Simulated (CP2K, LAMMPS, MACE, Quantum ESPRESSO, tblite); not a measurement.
**Site energies of a vacancy of O in Al2O3 with crystalline order left by the classical run (130 atoms) across programs**

At which of several sites of Al2O3 with crystalline order left by the classical run (130 atoms) does a vacancy of O cost least, and do cheaper methods find the same site as plane waves?

Results are calculated, not measured.

## Step 1: The cell

The cell holds 130 atoms (52 Al and 78 O), with edges of 11.30, 11.30 and 11.30 Å. Recipe: 130 atoms (52 Al, 78 O) placed at random at 3.05 g/cm³, melted at 4500 K for 20 ps at fixed volume with the Morse and Coulomb pair potential with partial charges (Pedone, Malavasi, Menziani, Cormack and Segre, J. Phys. Chem. B 110, 11780 (2006)). Quenched from 4500 K to 300 K at 10 K/ps and fixed volume, held 5 ps. Then the atoms were relaxed with MACE MPA-0 medium in the fixed cell.

## Step 2: The reference input

Quantum ESPRESSO 7.5: Kohn-Sham DFT, PBE, SSSP efficiency 1.3.0 pseudopotentials, plane waves. Its input, pw.in, for the unchanged cell:

```
&control
  calculation = 'scf'
  pseudo_dir = './pseudo'
  outdir = './tmp'
  disk_io = 'none'
  tprnfor = .true.
  tstress = .true.
/
&system
  ibrav = 0
  nat = 130
  ntyp = 2
  ecutwfc = 60
  ecutrho = 480
  nosym = .true.
  occupations = 'smearing'
  smearing = 'fd'
  degauss = 0.003675
/
&electrons
  conv_thr = 6.5e-07
  electron_maxstep = 100
  mixing_beta = 0.4
  mixing_mode = 'plain'
  diagonalization = 'david'
/
ATOMIC_SPECIES
Al 26.982 Al.upf
O 15.999 O.upf
CELL_PARAMETERS angstrom
11.30100 0.00000 0.00000
0.00000 11.30100 0.00000
0.00000 0.00000 11.30100
ATOMIC_POSITIONS crystal
Al 0.66890 0.25743 0.40261
Al 0.44533 0.74769 0.60916
Al 0.31392 0.33073 0.75772
Al 0.43330 0.72229 0.21945
[... 124 atom lines left out ...]
O 0.07358 0.85145 0.29908
O 0.34661 0.71939 0.90783
K_POINTS gamma
```

```console
$ OMP_NUM_THREADS=1 mpirun -np 4 pw.x -in pw.in > output.txt
```

Run time: 4.6 min. Hardware: 4 MPI ranks of Arm Neoverse V2, shared host; peak memory 6.2 GiB.

It converged with an r.m.s. force component of 0.040 eV/Å and a pressure of -5.3 GPa.

## Step 3: Programs and settings

The levels share the cells and solve them as single points, though not every level runs every cell. CPU time is summed over a level's finished runs, on a host shared with the other runs, so it is rough; the force column is the median over cells of the r.m.s. difference of force components from the reference.

| level | basis or training data | k-points | runs finished | CPU time | peak memory (GiB) | force difference (meV/Å) |
| --- | --- | --- | --- | --- | --- | --- |
| QE, PBE | plane waves, SSSP efficiency, 60/480 Ry | Γ | 4 of 4 | 77 min | 6.2 | reference |
| CP2K double zeta, PBE | DZVP-UZH, GTH-PBE potentials, 600 Ry | Γ | 3 of 3 | 31 min | 6.6 | 57 |
| tblite GFN1-xTB | tight binding with its own dispersion term | Γ | 3 of 3 | 35 s | 0.17 | 308 |
| MACE MP-0b2 small | trained on PBE(+U) plane-wave data | - | 4 of 4 | 25 s | 0.73 | 78 |
| MACE MPA-0 medium | trained on PBE(+U) plane-wave data | - | 4 of 4 | 35 s | 1.4 | 69 |

The reference's own r.m.s. force component runs from 40 to 88 meV/Å over these cells. MACE MPA-0 medium relaxed the atoms, so in the cells that it relaxed its own forces are small, and its entry isn't an independent test there.

## Step 4: The sites

Each changed cell was relaxed with MACE MPA-0 medium before the single points. Neighbours are the site's nearest atoms before the change.

```csv
site,nearest atoms,their mean distance (Å),atoms within 6 Å,largest move on relaxing (Å),longest force left in the reference (eV/Å)
O120,Al2,1.73,81,0.36,0.44
O79,Al3,1.85,87,0.49,0.61
O76,Al4,2.03,83,1.23,0.26
```

## Step 5: Site energies

All changed cells hold the same atoms, so within one level their energies compare with no chemical potential. Energies in eV, less that of O120, the reference's cheapest site; the last column is the largest deviation from the reference once each row's mean is taken off.

```
                level  O120   O79    O76  cheapest  largest deviation
              QE, PBE  0.00  0.59   1.35      O120                  -
CP2K double zeta, PBE  0.00  0.60   1.43      O120               0.05
      tblite GFN1-xTB  0.00  0.25  -1.50       O76               1.79
    MACE MP-0b2 small  0.00  0.11  -1.81       O76               1.95
    MACE MPA-0 medium  0.00  0.36  -1.31       O76               1.70
```

## Step 6: Findings

In the reference the cheapest site is O120 (Al2) and the dearest O76 (Al4), 1.4 eV higher. 1 of the 4 other levels picks the same cheapest site; tblite GFN1-xTB picks O76, MACE MP-0b2 small picks O76 and MACE MPA-0 medium picks O76. CP2K double zeta, PBE follows the reference most closely (0.05 eV at worst) and MACE MP-0b2 small least (1.95 eV).

The other programs at PBE deviate by 0.05 eV at most, the learned potentials by 1.70 to 1.95 eV. The reference's gap of 3.46 eV in the unchanged cell becomes 2.71 eV (O120), 1.56 eV (O79) and 1.64 eV (O76).

**Limits.** The geometries are those of MACE MPA-0 medium; forces of up to 0.61 eV/Å remain in the reference, so relaxing in DFT would lower the energies, by amounts that can differ from site to site and can change the order. For MACE MPA-0 medium alone these are relaxed energies. Defects interact with their periodic images. Atoms moved by over 1 Å in some relaxations, so part of the differences can come from the host's rearranging. The reference has no spin polarisation, so cut bonds at a vacancy can't carry moments. Only 3 of the 78 O sites are compared. Learned potentials don't solve for electrons, so the charge or spin state of a defect can't be set in them. The quench rate of 10 K/ps is many orders above laboratory rates, so the cell is likely richer in defects and strain than a real sample. The reference samples only Γ, in a cell whose shortest periodic width is 11 Å. The reference isn't exact: its cutoffs and mesh weren't converged further here. Where levels are smeared, the DFT runs use Fermi–Dirac occupations at 580 K (0.05 eV), and energies are free energies.

[Logs are printed without paths, hosts, clocks, repeated set-up lines and the standing remarks that a program may print on its own settings, such as how far it seeks lower states.]

[Hosts, paths, dates, database ids (printed as entryN), source tags and the programs' standing remarks are cut or masked in the printed files.]
